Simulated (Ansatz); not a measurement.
## The 5-layer graphene (ABC) between two gates

Wanted: Fermi level and gate voltage of the 5-layer graphene (ABC) as it is charged.

Program: Ansatz 0.2.0. Level of theory: plane-wave DFT, PBE-D3(BJ), Ansatz PAW. Results are calculated unless marked as measured.

Most raw output is cut from this account.

## 1. The starting structure

The cell holds 10 atoms: 10 C. Cell: a = 2.467 Å, b = 2.467 Å, c = 57.800 Å, α = 90.0°, β = 90.0°, γ = 120.0°. Regions: layer 1: graphene, 2 atoms (2 C); layer 2: graphene, 2 atoms (2 C); layer 3: graphene, 2 atoms (2 C); layer 4: graphene, 2 atoms (2 C); layer 5: graphene, 2 atoms (2 C). Vacuum lies along c.

## 2. Relaxation

The starting cell is a guess, so the in-plane lattice and the atoms are relaxed first, with the slab cut off from its images along the normal.

input.yaml

```yaml
crystal:
  lattice:
    - [2.467, 0.0, 0.0]
    - [-1.2335, 2.1364846711, 0.0]
    - [0.0, 0.0, 57.8000000014]
  atoms:
    - { symbol: C, position: [0.6666666667, 0.3333333333, 0.384083045] }
    - { symbol: C, position: [0.3333333333, 0.6666666667, 0.384083045] }
    - { symbol: C, position: [0.0, 0.0, 0.4420415225] }
    - { symbol: C, position: [0.6666666667, 0.3333333333, 0.4420415225] }
    - { symbol: C, position: [0.3333333333, 0.6666666667, 0.5] }
    - { symbol: C, position: [0.0, 0.0, 0.5] }
    - { symbol: C, position: [0.6666666667, 0.3333333333, 0.5579584775] }
    - { symbol: C, position: [0.3333333333, 0.6666666667, 0.5579584775] }
    - { symbol: C, position: [0.0, 0.0, 0.615916955] }
    - { symbol: C, position: [0.6666666667, 0.3333333333, 0.615916955] }
  periodic: [true, true, false]
kpoints:
  mp_grid: { grid: [18, 18, 1] }
hamiltonian:
  xc: pbe
  dispersion: d3bj
scf:
  occupations: { method: fermi_dirac, width: 0.05 }
  convergence: { dr2_threshold: 1.0e-09 }
relax:
  f_tol: 0.004
  max_steps: 90
  cell: {}
output:
  write_potential: true
  write_density: true
  volumetric_format: npy
```

On the command line:

```console
ansatz run input.yaml --threads 8 --pin off --max-ram 12288MiB --backend cpu --events-out ev --progress --plain --runs-dir out
```

It took 35 s on 8 threads of Intel Xeon Platinum 8259CL at 2.50GHz (Skylake/Cascade Lake), shared host; peak memory 1.1 GiB; 4.3 min of CPU time.

The steps of the relaxation:

| step | energy less that of the first step (eV) | largest force component (eV/Å) | volume (Å³) |
| --- | --- | --- | --- |
| 1 | 0.0000 | 0.0214 | 304.65 |
| 2 | 0.0000 | 0.0218 | 304.31 |
| 3 | -0.0013 | 0.0031 | 304.20 |
| 4 | -0.0015 | 0.0011 | 304.16 |
| 5 | -0.0015 | 0.0010 | 304.17 |
| 6* | -0.0011 | 0.0010 | 304.17 |

Relaxation steps marked * repeat the geometry before them on a plane-wave basis chosen anew for their cell, so energy and pressure can jump there. Relaxation step 2 was tried and not accepted.

Forces are held to the 12 operations that the run works with; a distortion that breaks them can't arise in this run.

| cell as run | before | after | change |
| --- | --- | --- | --- |
| a (Å) | 2.467 | 2.465 | -0.1 % |
| b (Å) | 2.467 | 2.465 | -0.1 % |

The atoms that moved most (Å, along periodic axes as changes of fractional coordinates times the final cell, across vacuum about the mean position):

| atom | dx | dy | dz | length |
| --- | --- | --- | --- | --- |
| C9 | 0.000 | 0.000 | 0.056 | 0.056 |
| C2 | 0.000 | 0.000 | -0.056 | 0.056 |
| C10 | 0.000 | 0.000 | 0.055 | 0.055 |
| C1 | 0.000 | 0.000 | -0.055 | 0.055 |
| C7 | 0.000 | 0.000 | 0.021 | 0.021 |
| C4 | 0.000 | 0.000 | -0.021 | 0.021 |
| C8 | 0.000 | 0.000 | 0.020 | 0.020 |
| C3 | 0.000 | 0.000 | -0.020 | 0.020 |

This step gave:

```yaml
energy_at_zero_smearing: -2510.7286 eV
```

The lattice constant a goes from 2.467 to 2.465 Å.

## 3. Gated layer, added electrons 0, start network

The slab is cut off from its images along the normal. A charged sheet stands for each gate, the layer takes the opposite charge, and a barrier ahead of the sheet keeps electrons from leaking to it. The uncharged case sets the zero; a dense mesh is needed because few carriers fill a small part of the zone.

The cell differs from the one that the last finished run ended in (c 57.800 → 56.911 Å).

input.yaml

```yaml
crystal:
  lattice:
    - [2.4650827791, 0.0, 0.0]
    - [-1.2325413895, 2.1348243091, 0.0]
    - [0.0, 0.0, 56.9112811629]
  atoms:
    - { symbol: C, position: [0.6666666667, 0.3333333333, 0.3813045769] }
    - { symbol: C, position: [0.3333333333, 0.6666666667, 0.3812952293] }
    - { symbol: C, position: [0.0, 0.0, 0.4407929617] }
    - { symbol: C, position: [0.6666666667, 0.3333333333, 0.440773432] }
    - { symbol: C, position: [0.3333333333, 0.6666666667, 0.50001007] }
    - { symbol: C, position: [0.0, 0.0, 0.49998993] }
    - { symbol: C, position: [0.6666666667, 0.3333333333, 0.559226568] }
    - { symbol: C, position: [0.3333333333, 0.6666666667, 0.5592070383] }
    - { symbol: C, position: [0.0, 0.0, 0.6187047707] }
    - { symbol: C, position: [0.6666666667, 0.3333333333, 0.6186954231] }
  periodic: [true, true, false]
  symmetry: { detect: true }
kpoints:
  mp_grid: { grid: [84, 84, 1] }
  band_path:
    path: [[0, 0, 0], [0.5, 0, 0], [0.33333333, 0.33333333, 0], [0, 0, 0]]
    npoints: 16
hamiltonian:
  xc: pbe
  dispersion: d3bj
scf:
  occupations: { method: fermi_dirac, width: 0.05 }
  convergence: { dr2_threshold: 1.0e-10 }
output:
  forces: true
  eigenvalues: true
  dos: { projected: true, e_range: [-3, 3], de: 0.01 }
  write_potential: true
  write_density: true
  volumetric_format: npy
  elf: true
external_charges:
  - { charge: 0, barrier: 10, axis: 3, height: 38.711, sigma: 0.25 }
  - { charge: 0, barrier: 10, axis: 3, height: 18.2, sigma: 0.25 }
```

The job ended after 3 min (8 threads; peak memory 4.2 GiB).

This step gave:

```
energy at zero smearing                                                             : -2510.7285 eV
potential beyond the upper barrier and gate, less the barrier, from the Fermi level : 4.258 eV
```

Running mean over a fixed 2.5 Å (it still follows the layers) of the planar mean; beyond a gate it holds the 10 eV model barrier. The electron's electrostatic potential energy less the Fermi level by z:

| z (Å) | electron's electrostatic potential energy less the Fermi level (eV) |
| --- | --- |
| 5 | 14.3 |
| 6 | 14.3 |
| 7 | 14.3 |
| 8 | 14.3 |
| 9 | 14.3 |
| 10 | 14.3 |
| 11 | 14.3 |
| 12 | 14.3 |
| 13 | 14.3 |
| 14 | 14.3 |
| 15 | 14.3 |
| 16 | 14.3 |
| 17 | 13.7 |
| 18 | 10.1 |
| 19 | 6.04 |
| 20 | 2.35 |
| 21 | -7.62 |
| 22 | -8.58 |
| 23 | -2.33 |
| 24 | -4.76 |
| 25 | -8.71 |
| 26 | -6.37 |
| 27 | -0.827 |
| 28 | -8.40 |
| 29 | -8.21 |
| 30 | -0.265 |
| 31 | -7.05 |
| 32 | -8.68 |
| 33 | -3.75 |
| 34 | -3.33 |
| 35 | -8.65 |
| 36 | -7.18 |
| 37 | 2.85 |
| 38 | 6.40 |
| 39 | 10.4 |
| 40 | 13.9 |
| 41 | 14.3 |
| 42 | 14.3 |
| 43 | 14.3 |
| 44 | 14.3 |
| 45 | 14.3 |
| 46 | 14.3 |
| 47 | 14.3 |
| 48 | 14.3 |
| 49 | 14.3 |
| 50 | 14.3 |
| 51 | 14.3 |
| 52 | 14.3 |

The density of states has structure finer than the step of the table below, so its rows give means over 0.2 eV, whole bins alone (the curve runs from -3 to 1.99 eV). Peaks (eV: height): -2.59: 2.50, 1.38: 2.53, 1.56: 2.99, 1.77: 2.67, 1.90: 2.71.

Density of states against energy, zero at the Fermi level; means over each step:

| energy (eV) | density of states (states/eV a cell) |
| --- | --- |
| -2.8 | 2.01 |
| -2.6 | 2.25 |
| -2.4 | 2.23 |
| -2.2 | 2.20 |
| -2.0 | 1.81 |
| -1.8 | 1.36 |
| -1.6 | 1.11 |
| -1.4 | 0.909 |
| -1.2 | 0.745 |
| -1.0 | 0.601 |
| -0.8 | 0.470 |
| -0.6 | 0.348 |
| -0.4 | 0.229 |
| -0.2 | 0.0981 |
| 0.0 | 0.0610 |
| 0.2 | 0.0906 |
| 0.4 | 0.235 |
| 0.6 | 0.369 |
| 0.8 | 0.524 |
| 1.0 | 0.721 |
| 1.2 | 1.03 |
| 1.4 | 1.84 |
| 1.6 | 2.23 |
| 1.8 | 2.38 |

Projected DOS per atom over height of the atomic layer and energy from the Fermi level. Layers: C2 C2 C2 C2 C2 from below.

Ten even steps from '0' (0.004 states/eV) to '9' (0.241 states/eV), each cell a mean:
```
99999
98889
68886
34443
22222
11111
11111
00000
00000
00000
00000
11111
11111
22222
33333
44444
55555
67776
99899
98989
89998
77777
```
Columns: height of the atomic layer (Å) from 21.7 to 35.2; rows upwards: energy from the Fermi level (eV) from -2.98 to 1.97.

The electronic bands at the labelled points (eV, zero at the Fermi level):

| point | band 17 | band 18 | band 19 | band 20 | band 21 | band 22 | band 23 | band 24 |
| --- | --- | --- | --- | --- | --- | --- | --- | --- |
| Γ | -3.04 | -3.04 | -3.04 | -3.04 | 4.06 | 4.24 | 5.13 | 6.36 |
| halfway | -5.07 | -5.06 | -5.05 | -5.04 | 5.94 | 6.14 | 6.80 | 7.01 |
| M | -2.58 | -2.42 | -2.24 | -2.09 | 1.37 | 1.55 | 1.76 | 1.90 |
| halfway | -1.99 | -1.83 | -1.65 | -1.50 | 1.28 | 1.40 | 1.52 | 1.58 |
| K | -0.36 | -0.34 | -0.33 | -0.01 | -0.01 | 0.30 | 0.30 | 0.30 |
| halfway | -5.76 | -5.36 | -4.92 | -4.57 | 6.15 | 6.24 | 6.36 | 6.47 |
| Γ | -3.04 | -3.04 | -3.04 | -3.04 | 4.06 | 4.24 | 5.13 | 6.36 |

ELF in the ca plane at fractional y = 0.333, with atoms of C within 0.2 Å of it. It is the smooth field of the valence electrons, not physical close to the nuclei.

Ten even steps from '0' (0.00) to '9' (0.91), each cell a mean:
```
68887510013443200147888630036888752000000000
66447620000111000156536640036635753100000000
65126620000000000156304640046402663100000000
67567520001111000157656640036656753100000000
67887410024565310147888630026888742000000000
46776300158998620035776520024677531000000000
45665300268999730024565420014565531000000000
57776310147888520035777520025777631000000000
```
Columns run along c (16.0 Å, from fractional 0.43 to 0.71 of the cell), rows up along a (2.5 Å). Atoms in or near the plane, at fractional coordinates: C at (0.44, 0.67), C at (0.56, 0.67), C at (0.62, 0.67).

Electrostatic potential energy in the ca plane at fractional y = 0.333, with atoms of C within 0.2 Å of it. With pseudopotentials it is smooth inside the atoms' cores, unlike the true potential.

Values in eV, 5 rows by 16 columns, each cell a mean:
```
-21 -23  -1  -2  -6  -2  -2 -31 -13  -1 -15 -29  -1   0   3  10
-36 -39  -1  -2  -4  -1  -2 -50 -24  -1 -27 -47  -2   0   3  10
-20 -22  -1  -2  -7  -2  -2 -29 -12  -1 -14 -27  -1   0   3  10
 -8  -9  -1  -4 -17  -2  -1 -12  -6  -1  -6 -11  -1   0   3  10
 -8  -9  -1  -4 -16  -2  -1 -11  -5  -1  -6 -11  -1   0   3  10
```
Columns run along c (16.0 Å, from fractional 0.43 to 0.71 of the cell; values clipped at the 3rd and 97th percentile), rows up along a (2.5 Å). Atoms in or near the plane, at fractional coordinates: C at (0.44, 0.67), C at (0.56, 0.67), C at (0.62, 0.67).

Valence density in the ca plane at fractional y = 0.333, with atoms of C within 0.2 Å of it. It is the smooth field of the valence electrons, not physical close to the nuclei.

Ten even steps from '0' (0.0 e/Å³) to '9' (1.8 e/Å³), each cell a mean:
```
14873100001221000002685200002586300000000000
26984100000110000013796200002698410000000000
26984100000000000013897300002698410000000000
25984100000111000013796200002698310000000000
14763100001332000002574200001476200000000000
13542000013774100001453100001354200000000000
12442000014895100001343100001343100000000000
13542000013663100002453100001354200000000000
```
Columns run along c (16.0 Å, from fractional 0.43 to 0.71 of the cell), rows up along a (2.5 Å). Atoms in or near the plane, at fractional coordinates: C at (0.44, 0.67), C at (0.56, 0.67), C at (0.62, 0.67).

There is no gap.

## 4. Gated layer, added electrons -1×10¹³ per cm²

Changes to input.yaml since step 3:

```diff
@@ -18,2 +18,3 @@
   symmetry: { detect: true }
+total_charge: 0.005262
 kpoints:
@@ -32,3 +33,2 @@
   eigenvalues: true
-  dos: { projected: true, e_range: [-3, 3], de: 0.01 }
   write_potential: true
@@ -36,5 +36,6 @@
   volumetric_format: npy
-  elf: true
 external_charges:
   - { charge: 0, barrier: 10, axis: 3, height: 38.711, sigma: 0.25 }
+  - { charge: -0.002631, axis: 3, height: 40.211, sigma: 0.5 }
   - { charge: 0, barrier: 10, axis: 3, height: 18.2, sigma: 0.25 }
+  - { charge: -0.002631, axis: 3, height: 16.7, sigma: 0.5 }
```

Elapsed: 3.3 min, on 8 threads; peak memory 4.1 GiB; 26 min of CPU time.

Numbers from this step:

- energy at zero smearing: -2510.7049 eV
- potential beyond the upper barrier and gate, less the barrier, from the Fermi level: 4.711 eV

The electronic bands at the labelled points (eV, zero at the Fermi level):

| point | band 17 | band 18 | band 19 | band 20 | band 21 | band 22 | band 23 | band 24 |
| --- | --- | --- | --- | --- | --- | --- | --- | --- |
| Γ | -2.94 | -2.94 | -2.94 | -2.94 | 4.18 | 4.41 | 5.24 | 6.47 |
| halfway | -5.01 | -5.00 | -4.96 | -4.96 | 6.05 | 6.30 | 6.89 | 7.08 |
| M | -2.51 | -2.34 | -2.16 | -2.03 | 1.43 | 1.64 | 1.84 | 1.98 |
| halfway | -1.91 | -1.75 | -1.57 | -1.43 | 1.35 | 1.49 | 1.60 | 1.64 |
| K | -0.30 | -0.26 | -0.25 | 0.09 | 0.09 | 0.35 | 0.35 | 0.38 |
| halfway | -5.69 | -5.27 | -4.84 | -4.50 | 6.21 | 6.31 | 6.44 | 6.55 |
| Γ | -2.94 | -2.94 | -2.94 | -2.94 | 4.18 | 4.41 | 5.24 | 6.47 |

Against the uncharged case this takes -0.45 V.

## 5. Gated layer, added electrons -2×10¹³ per cm²

Changes to input.yaml since step 4:

```diff
@@ -18,3 +18,3 @@
   symmetry: { detect: true }
-total_charge: 0.005262
+total_charge: 0.010526
 kpoints:
@@ -38,4 +38,4 @@
   - { charge: 0, barrier: 10, axis: 3, height: 38.711, sigma: 0.25 }
-  - { charge: -0.002631, axis: 3, height: 40.211, sigma: 0.5 }
+  - { charge: -0.005263, axis: 3, height: 40.211, sigma: 0.5 }
   - { charge: 0, barrier: 10, axis: 3, height: 18.2, sigma: 0.25 }
-  - { charge: -0.002631, axis: 3, height: 16.7, sigma: 0.5 }
+  - { charge: -0.005263, axis: 3, height: 16.7, sigma: 0.5 }
```

Elapsed: 3.2 min, on 8 threads; peak memory 4.1 GiB.

The electronic bands at the labelled points (eV, zero at the Fermi level):

| point | band 17 | band 18 | band 19 | band 20 | band 21 | band 22 | band 23 | band 24 |
| --- | --- | --- | --- | --- | --- | --- | --- | --- |
| Γ | -2.85 | -2.85 | -2.85 | -2.85 | 4.31 | 4.57 | 5.37 | 6.58 |
| halfway | -4.95 | -4.94 | -4.86 | -4.86 | 6.16 | 6.45 | 6.99 | 7.16 |
| M | -2.44 | -2.26 | -2.07 | -1.96 | 1.50 | 1.72 | 1.93 | 2.06 |
| halfway | -1.84 | -1.66 | -1.48 | -1.37 | 1.41 | 1.56 | 1.68 | 1.72 |
| K | -0.25 | -0.18 | -0.18 | 0.19 | 0.19 | 0.41 | 0.41 | 0.46 |
| halfway | -5.61 | -5.19 | -4.76 | -4.44 | 6.26 | 6.39 | 6.52 | 6.64 |
| Γ | -2.85 | -2.85 | -2.85 | -2.85 | 4.31 | 4.57 | 5.37 | 6.58 |

Against the uncharged case this takes -0.91 V.

## 6. Gated layer, added electrons -4×10¹³ per cm²

Changes to input.yaml since step 5:

```diff
@@ -18,3 +18,3 @@
   symmetry: { detect: true }
-total_charge: 0.010526
+total_charge: 0.02105
 kpoints:
@@ -38,4 +38,4 @@
   - { charge: 0, barrier: 10, axis: 3, height: 38.711, sigma: 0.25 }
-  - { charge: -0.005263, axis: 3, height: 40.211, sigma: 0.5 }
+  - { charge: -0.010525, axis: 3, height: 40.211, sigma: 0.5 }
   - { charge: 0, barrier: 10, axis: 3, height: 18.2, sigma: 0.25 }
-  - { charge: -0.005263, axis: 3, height: 16.7, sigma: 0.5 }
+  - { charge: -0.010525, axis: 3, height: 16.7, sigma: 0.5 }
```

The job ended after 3.3 min (8 threads; peak memory 4.1 GiB).

Electronic bands along the path, in eV, zero at the Fermi level:

| point | band 17 | band 18 | band 19 | band 20 | band 21 | band 22 | band 23 | band 24 |
| --- | --- | --- | --- | --- | --- | --- | --- | --- |
| Γ | -2.71 | -2.71 | -2.71 | -2.71 | 4.47 | 4.82 | 5.58 | 6.76 |
| halfway | -4.88 | -4.88 | -4.73 | -4.73 | 6.31 | 6.68 | 7.10 | 7.27 |
| M | -2.35 | -2.16 | -1.95 | -1.87 | 1.56 | 1.81 | 2.03 | 2.18 |
| halfway | -1.75 | -1.56 | -1.36 | -1.27 | 1.47 | 1.65 | 1.74 | 1.84 |
| K | -0.19 | -0.09 | -0.08 | 0.33 | 0.33 | 0.46 | 0.46 | 0.58 |
| halfway | -5.51 | -5.08 | -4.64 | -4.36 | 6.33 | 6.47 | 6.61 | 6.76 |
| Γ | -2.71 | -2.71 | -2.71 | -2.71 | 4.47 | 4.82 | 5.58 | 6.76 |

Against the uncharged case this takes -1.76 V.

## 7. Gated layer, added electrons -7×10¹³ per cm²

Changes to input.yaml since step 6:

```diff
@@ -18,3 +18,3 @@
   symmetry: { detect: true }
-total_charge: 0.02105
+total_charge: 0.036838
 kpoints:
@@ -38,4 +38,4 @@
   - { charge: 0, barrier: 10, axis: 3, height: 38.711, sigma: 0.25 }
-  - { charge: -0.010525, axis: 3, height: 40.211, sigma: 0.5 }
+  - { charge: -0.018419, axis: 3, height: 40.211, sigma: 0.5 }
   - { charge: 0, barrier: 10, axis: 3, height: 18.2, sigma: 0.25 }
-  - { charge: -0.010525, axis: 3, height: 16.7, sigma: 0.5 }
+  - { charge: -0.018419, axis: 3, height: 16.7, sigma: 0.5 }
```

Run time: 3.4 min. Hardware: 8 threads; peak memory 4.1 GiB; 27 min of CPU time.

Against the uncharged case this takes -2.97 V.

## 8. Gated layer, added electrons -11×10¹³ per cm²

Changes to input.yaml since step 7:

```diff
@@ -18,3 +18,3 @@
   symmetry: { detect: true }
-total_charge: 0.036838
+total_charge: 0.057888
 kpoints:
@@ -38,4 +38,4 @@
   - { charge: 0, barrier: 10, axis: 3, height: 38.711, sigma: 0.25 }
-  - { charge: -0.018419, axis: 3, height: 40.211, sigma: 0.5 }
+  - { charge: -0.028944, axis: 3, height: 40.211, sigma: 0.5 }
   - { charge: 0, barrier: 10, axis: 3, height: 18.2, sigma: 0.25 }
-  - { charge: -0.018419, axis: 3, height: 16.7, sigma: 0.5 }
+  - { charge: -0.028944, axis: 3, height: 16.7, sigma: 0.5 }
```

Elapsed: 3.2 min, on 8 threads; peak memory 4.1 GiB.

The electron's electrostatic potential energy less the Fermi level oscillates, so the rows of the table below give means over windows of 3.41 Å about each position, cut where the curve ends. Its maxima inside the range that stand out by 2 % of the span (Å: eV): 23.4: 0.732, 26.8: 0.395, 30.1: 0.395, 33.5: 0.732. Its minima: 21.8: -8.11, 25.0: -8.45, 28.5: -8.52, 31.9: -8.45, 35.1: -8.11.

Running mean over a fixed 2.5 Å (it still follows the layers) of the planar mean; beyond a gate it holds the 10 eV model barrier. Table of electron's electrostatic potential energy less the Fermi level by z; means over each step:

| z (Å) | electron's electrostatic potential energy less the Fermi level (eV) |
| --- | --- |
| 5.71 | 18.8 |
| 9.12 | 18.8 |
| 12.53 | 18.8 |
| 15.94 | 18.2 |
| 19.35 | 5.79 |
| 22.76 | -5.08 |
| 26.17 | -5.39 |
| 29.58 | -5.41 |
| 32.99 | -5.21 |
| 36.40 | -1.07 |
| 39.81 | 16.0 |
| 43.22 | 18.8 |
| 46.63 | 18.8 |
| 50.04 | 18.8 |

Against the uncharged case this takes -4.54 V.

## 9. Gated layer, added electrons 2×10¹³ per cm²

Changes to input.yaml since step 8:

```diff
@@ -18,3 +18,3 @@
   symmetry: { detect: true }
-total_charge: 0.057888
+total_charge: -0.010526
 kpoints:
@@ -33,2 +33,3 @@
   eigenvalues: true
+  dos: { projected: true, e_range: [-3, 3], de: 0.01 }
   write_potential: true
@@ -36,6 +37,7 @@
   volumetric_format: npy
+  elf: true
 external_charges:
   - { charge: 0, barrier: 10, axis: 3, height: 38.711, sigma: 0.25 }
-  - { charge: -0.028944, axis: 3, height: 40.211, sigma: 0.5 }
+  - { charge: 0.005263, axis: 3, height: 40.211, sigma: 0.5 }
   - { charge: 0, barrier: 10, axis: 3, height: 18.2, sigma: 0.25 }
-  - { charge: -0.028944, axis: 3, height: 16.7, sigma: 0.5 }
+  - { charge: 0.005263, axis: 3, height: 16.7, sigma: 0.5 }
```

Wall time 2.4 min (8 threads); peak memory 4.2 GiB; 19 min of CPU time.

Against the uncharged case this takes +0.92 V.

(Continued in part 2 of 2.)

[Logs are printed without paths, hosts, clocks, repeated set-up lines and the standing remarks that a program may print on its own settings, such as how far it seeks lower states.]

[Hosts, paths, dates, database ids (printed as entryN), source tags and the programs' standing remarks are cut or masked in the printed files.]

[Maps of the electrostatic potential energy from Ansatz leave out the sawtooth potential of an applied field or a dipole correction, so their vacuum need not be flat; planar profiles and work functions include it.]
